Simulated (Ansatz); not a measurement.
# Te (R-3m) in Ansatz: further runs

One crystal, Te, is run at these levels: PBEsol; tasks: single point.

All numbers are computed with Ansatz 0.2.0; they aren't measurements. Logs are shortened: lines on timing, memory, paths and dates and some standing lists are left out, and cuts for length are marked.

**1. Starting point**

It takes space group R-3m (No. 166, trigonal). The conventional cell has a = 4.612 Å, b = 4.612 Å, c = 5.073 Å, α = 90.00°, β = 90.00°, γ = 120.00°. Around Te (site symmetry -3m) lie 6 Te at 3.15 Å.

This isn't the form of Te at room conditions, which is trigonal, of chains.

**2. Single point, PBEsol, 29.28 Å³/atom (volume scaled by 0.94)**

The input, input.yaml:

```yaml
crystal:
  lattice:
    - [2.2588318621, 1.3041371837, 1.6564347588]
    - [-2.2588318621, 1.3041371837, 1.6564347588]
    - [0.0, -2.6082743673, 1.6564347588]
  atoms:
    - { symbol: Te, position: [0.5, 0.5, 0.5] }
kpoints:
  mp_grid: { grid: [9, 9, 9] }
scf:
  occupations: { method: fermi_dirac, width: 0.05 }
hamiltonian:
  xc: pbesol
  pseudopotentials: { kind: all_electron, lapw: { basis_error: 0.0005 } }
output:
  forces: true
  stress: true
  eigenvalues: true
```

Potentials or basis: all-electron LAPW, scalar-relativistic.

Started as:

```
$ ansatz run input.yaml --threads 1 --pin off --max-ram 3072MiB --backend cpu --events-out ev --progress --plain --runs-dir out
```

Standard output:

```text
Warning: RAYON_NUM_THREADS=1 ignored (pool sized by the plan → 1); use --threads N
LAPW: plane waves up to 7.367 Å⁻¹, error target 5.0e-4 eV per atom; small_component_spin mean_spin; Te in spheres of 1.545 Å, 24 of its electrons in bands, Dirac shells [] (how accurate: hamiltonian.pseudopotentials.lapw.basis_error, Limitations)
Engine: ansatz 0.2.0, aarch64-unknown-linux-gnu
Pseudopotentials: kind: all_electron
Pseudopotential: Te, LAPW, valence charge 24, lapw/all_electron/scalar/gaussian/Te, Koelling and Harmon's equation, gaussian nucleus
Functional definition: PBEsol
  exchange = pbesol_x
  correlation = pbesol_c
Crystal: 1 atoms, lattice volume = 29.277 Å³
Basis set: ecut = 206.7703302917476 eV, 201 PW (Γ), exchange–correlation at level 2
Bands: 16, of which v1, the nominal top of the filled ones, is band 12 counted from 1 (11 counted from 0)
Symmetry: 12 space group operations
Space group: R-3m (ITA 166), of the structure as read, at distance tolerance 3.1e-5 Å
k-points: 85 of 729
Non-local potential: Te, projectors of the file, none
Initial density: superposition of atomic densities (chi_scale 0.1, normalization cell)
Initial wavefunctions: plane waves of lowest kinetic energy (no species holds an atomic orbital)
Functional: x = pbesol(κ = 0.804, μ = 0.12345679012345678), c = pbesol(β = 0.046)
iter 1 solved again at ethr=5.69e-5 eV; its pass at ethr=1.00e-1 eV (dr2=1.37e-2 eV) is discarded
SCF iter   1: F=—  HF=-184805.903276 eV  |F-HF|=—  |Δ(HF+E_count)|=         —  Δρ=8.27e-3  dr2=1.36e-2  ethr=5.69e-5  ⟨swp⟩=3.2  Hψ=9838  notcnv=0
preconditioner: auto → LDOS  [metal: Δε(μ)=0.043 eV  Ē_g=12.541 eV  σ=0.050 eV  W_gap=0.21  n_scr=6 (ndim 8)  ℏωp=16.8 eV  f_vac=0.031  D(μ)=0.68/eV (n_scr^D=6)  β→1.0]
iter 2 solved again at ethr=5.94e-7 eV; its pass at ethr=5.65e-5 eV (dr2=1.42e-4 eV) is discarded
SCF iter   2: F=—  HF=-184805.902656 eV  |F-HF|=—  |Δ(HF+E_count)|=   6.20e-4  Δρ=9.58e-4  dr2=1.43e-4  ethr=5.94e-7  ⟨swp⟩=2.0  Hψ=6573  notcnv=0
SCF iter   3: F=—  HF=-184805.902596 eV  |F-HF|=—  |Δ(HF+E_count)|=   6.02e-5  Δρ=1.44e-4  dr2=3.67e-6  ethr=5.94e-7  ⟨swp⟩=3.0  Hψ=3980  notcnv=0
SCF iter   4: F=—  HF=-184805.902303 eV  |F-HF|=—  |Δ(HF+E_count)|=   2.93e-4  Δρ=6.71e-5  dr2=1.05e-6  ethr=1.53e-8  ⟨swp⟩=3.0  Hψ=4072  notcnv=0
SCF iter   5: F=—  HF=-184805.902292 eV  |F-HF|=—  |Δ(HF+E_count)|=   1.07e-5  Δρ=1.29e-5  dr2=5.40e-8  ethr=4.38e-9  ⟨swp⟩=3.0  Hψ=4009  notcnv=0
SCF iter   6: F=-184805.902292 eV  HF=-184805.902292 eV  |F-HF|=8.15e-10  |Δ(HF+E_count)|=   2.48e-7  Δρ=2.04e-6  dr2=1.69e-9  ethr=2.25e-10  ⟨swp⟩=3.0  Hψ=4060  notcnv=0
SCF 1 converged in 6 iterations: F = -184805.902292 eV  dr2 = 1.69e-9
SCF converged after 6 iterations
Free energy (F): -184805.902292 eV
Harris-Foulkes:  -184805.902292 eV  (|F-HF|=8.15e-10)
Internal energy: -184805.896848 eV  (E = F + TS)
E sigma→0 (E₀):  -184805.899570 eV
Entropy (-TS):   -0.005444 eV (-5.444 meV/atom)
Fermi energy:    13.406111 eV
--- Per-component energies (eV) ---
  E_band       = -1069.537866
  E_kinetic    = 195159.250279
  E_xc         = -4712.124583
  E_electrostatic = -375253.022544  (all electrons and nuclei)
  E_smearing   = -0.005444  (= −TS)
  E_closure    = 0.000000  (closes the sum)
  E_atoms      = -184802.432998  (free atoms, spherical and without spin; not in F)
  Σ components = -184805.902292   (vs F -184805.902292, Δ=0.00e0)
  Basis errors (estimates in eV, not in F): energy 1.8e-4 per atom: plane waves 1.7e-4 (8.8e-5 summed), levels above the bands 1.0e-66, relativity 2.3e-9, radial functions 1.7e-5, core shells 3.2e-10; eigenvalues (radial functions only) 3.2e-6; not estimated: angular momenta, meshes, grids; target (lapw.basis_error) 5.0e-4; muffin-tin radii Te 1.545 Å
--- Forces (eV/Å), atoms counted from 1 ---
  atom   1  Te     0.00000000    -0.00000000     0.00000000
  max |Σ_I F_I| component: 2.63e-31 eV/Å
--- Stress (GPa, compression-positive) ---
        4.284716      -0.000000       0.000000
       -0.000000       4.284716      -0.000000
       -0.000000      -0.000000       3.375331
  P = ⅓ Tr σ = 3.9816 GPa (39.816 kbar)
--- Band table (eV; the first three rows and the last of 85) ---
  k-point 0: bands = ["-146.5108", "-96.6262", "-96.6262", "-96.5921", "-24.1271", "-24.1271", "-24.0400", "-24.0400", "-24.0171", "-1.1129", "14.4314", "14.9170", "14.9170", "19.5072", "19.5072", "20.2311"]
  k-point 1: bands = ["-146.5108", "-96.6263", "-96.6262", "-96.5922", "-24.1269", "-24.1172", "-24.0424", "-24.0408", "-24.0185", "-0.9460", "13.0466", "14.7539", "15.0571", "19.6650", "20.1158", "21.8063"]
  k-point 2: bands = ["-146.5108", "-96.6266", "-96.6262", "-96.5923", "-24.1267", "-24.0926", "-24.0485", "-24.0433", "-24.0211", "-0.4652", "10.4594", "15.1215", "15.4447", "20.1183", "20.6783", "25.0523"]
  k-point 84: bands = ["-146.5107", "-96.6276", "-96.6276", "-96.5932", "-24.0905", "-24.0905", "-24.0568", "-23.9926", "-23.9925", "4.9453", "9.7783", "9.9748", "10.7292", "17.2369", "17.2688", "18.7168"]
```

Run time: 6.7 s. Hardware: 1 thread of Arm Neoverse V1, shared host; peak memory 0.28 GiB.

What came out:

- Free energy: -184805.9023 eV
- Pressure: 4.0 GPa
- Band gap on the k mesh: none (metal or under the smearing width)

**3. Single point, PBEsol, 29.90 Å³/atom (volume scaled by 0.96)**

input.yaml, as its differences from that of step 2:

```diff
@@ -2,5 +2,5 @@
   lattice:
-    - [2.2588318621, 1.3041371837, 1.6564347588]
-    - [-2.2588318621, 1.3041371837, 1.6564347588]
-    - [0.0, -2.6082743673, 1.6564347588]
+    - [2.2747396529, 1.3133215509, 1.6681001767]
+    - [-2.2747396529, 1.3133215509, 1.6681001767]
+    - [0.0, -2.6266431019, 1.6681001767]
   atoms:
```

Potentials or basis: all-electron LAPW, scalar-relativistic.

Started as:

```
$ ansatz run input.yaml --threads 1 --pin off --max-ram 3072MiB --backend cpu --events-out ev --progress --plain --runs-dir out
```

It took 6.5 s on 1 thread of Arm Neoverse V1, shared host; peak memory 0.28 GiB.

The run converged. Its results:

| Quantity | Value |
| --- | --- |
| Free energy | -184805.9148 eV |
| Pressure | 2.5 GPa |
| Band gap on the k mesh | none (metal or under the smearing width) |

**4. Single point, PBEsol, 30.52 Å³/atom (volume scaled by 0.98)**

input.yaml, as its differences from that of step 3:

```diff
@@ -2,5 +2,5 @@
   lattice:
-    - [2.2747396529, 1.3133215509, 1.6681001767]
-    - [-2.2747396529, 1.3133215509, 1.6681001767]
-    - [0.0, -2.6266431019, 1.6681001767]
+    - [2.2904280083, 1.3223792272, 1.6796046794]
+    - [-2.2904280083, 1.3223792272, 1.6796046794]
+    - [0.0, -2.6447584544, 1.6796046794]
   atoms:
```

Started as:

```
$ ansatz run input.yaml --threads 1 --pin off --max-ram 3072MiB --backend cpu --events-out ev --progress --plain --runs-dir out
```

Run time: 6.4 s. Hardware: 1 thread of Arm Neoverse V1, shared host; peak memory 0.27 GiB.

Results (log left out):

```yaml
Free_energy: -184805.9218 eV
Pressure: 1.1 GPa
Band_gap_on_the_k_mesh: none (metal or under the smearing width)
```

**5. Single point, PBEsol, 31.15 Å³/atom**

input.yaml, as its differences from that of step 4:

```diff
@@ -2,5 +2,5 @@
   lattice:
-    - [2.2904280083, 1.3223792272, 1.6796046794]
-    - [-2.2904280083, 1.3223792272, 1.6796046794]
-    - [0.0, -2.6447584544, 1.6796046794]
+    - [2.3059043427, 1.331314493, 1.6909537039]
+    - [-2.3059043427, 1.331314493, 1.6909537039]
+    - [0.0, -2.662628986, 1.6909537039]
   atoms:
```

Started as:

```
$ ansatz run input.yaml --threads 1 --pin off --max-ram 3072MiB --backend cpu --events-out ev --progress --plain --runs-dir out
```

Run time: 6.5 s. Hardware: 1 thread of Arm Neoverse V1, shared host; peak memory 0.27 GiB.

It converged, with:

| Quantity | Value |
| --- | --- |
| Free energy | -184805.9238 eV |
| Pressure | -0.1 GPa |
| Band gap on the k mesh | none (metal or under the smearing width) |

**6. Single point, PBEsol, 31.77 Å³/atom (volume scaled by 1.02)**

input.yaml, as its differences from that of step 5:

```diff
@@ -2,5 +2,5 @@
   lattice:
-    - [2.3059043427, 1.331314493, 1.6909537039]
-    - [-2.3059043427, 1.331314493, 1.6909537039]
-    - [0.0, -2.662628986, 1.6909537039]
+    - [2.3211756774, 1.3401314022, 1.7021523992]
+    - [-2.3211756774, 1.3401314022, 1.7021523992]
+    - [0.0, -2.6802628044, 1.7021523992]
   atoms:
```

Potentials or basis: all-electron LAPW, scalar-relativistic.

Started as:

```
$ ansatz run input.yaml --threads 1 --pin off --max-ram 3072MiB --backend cpu --events-out ev --progress --plain --runs-dir out
```

Wall time 6.5 s (1 thread of Arm Neoverse V1, shared host); peak memory 0.27 GiB.

Results (log left out):

- Free energy: -184805.9214 eV
- Pressure: -1.1 GPa
- Band gap on the k mesh: none (metal or under the smearing width)

**7. Single point, PBEsol, 32.39 Å³/atom (volume scaled by 1.04)**

input.yaml, as its differences from that of step 6:

```diff
@@ -2,5 +2,5 @@
   lattice:
-    - [2.3211756774, 1.3401314022, 1.7021523992]
-    - [-2.3211756774, 1.3401314022, 1.7021523992]
-    - [0.0, -2.6802628044, 1.7021523992]
+    - [2.3362486691, 1.348833798, 1.7132056465]
+    - [-2.3362486691, 1.348833798, 1.7132056465]
+    - [0.0, -2.6976675961, 1.7132056465]
   atoms:
```

Started as:

```
$ ansatz run input.yaml --threads 1 --pin off --max-ram 3072MiB --backend cpu --events-out ev --progress --plain --runs-dir out
```

Run time: 6.5 s. Hardware: 1 thread of Arm Neoverse V1, shared host; peak memory 0.27 GiB.

It converged, with:

* Free energy: -184805.9151 eV
* Pressure: -2.1 GPa
* Band gap on the k mesh: none (metal or under the smearing width)

**8. Single point, PBEsol, 33.01 Å³/atom (volume scaled by 1.06)**

input.yaml, as its differences from that of step 7:

```diff
@@ -2,5 +2,5 @@
   lattice:
-    - [2.3362486691, 1.348833798, 1.7132056465]
-    - [-2.3362486691, 1.348833798, 1.7132056465]
-    - [0.0, -2.6976675961, 1.7132056465]
+    - [2.3511296351, 1.3574253277, 1.7241180786]
+    - [-2.3511296351, 1.3574253277, 1.7241180786]
+    - [0.0, -2.7148506555, 1.7241180786]
   atoms:
```

Started as:

```
$ ansatz run input.yaml --threads 1 --pin off --max-ram 3072MiB --backend cpu --events-out ev --progress --plain --runs-dir out
```

Run time: 6.4 s. Hardware: 1 thread of Arm Neoverse V1, shared host; peak memory 0.27 GiB.

Results (log left out):

```
Free energy            : -184805.9051 eV
Pressure               : -3.0 GPa
Band gap on the k mesh : none (metal or under the smearing width)
```

**9. The reference run**

An earlier run on the cell as given: functional PBEsol; potentials or basis all-electron LAPW, scalar-relativistic; cutoff 179 eV (chosen from the basis error); basis error allowed 0.001 eV/atom; k mesh 9 × 9 × 9; occupations fermi-dirac, width 0.05 eV; no spin polarisation.

- Pressure: -0.1 GPa
- Band gap on the k mesh: none (metal or under the smearing width)
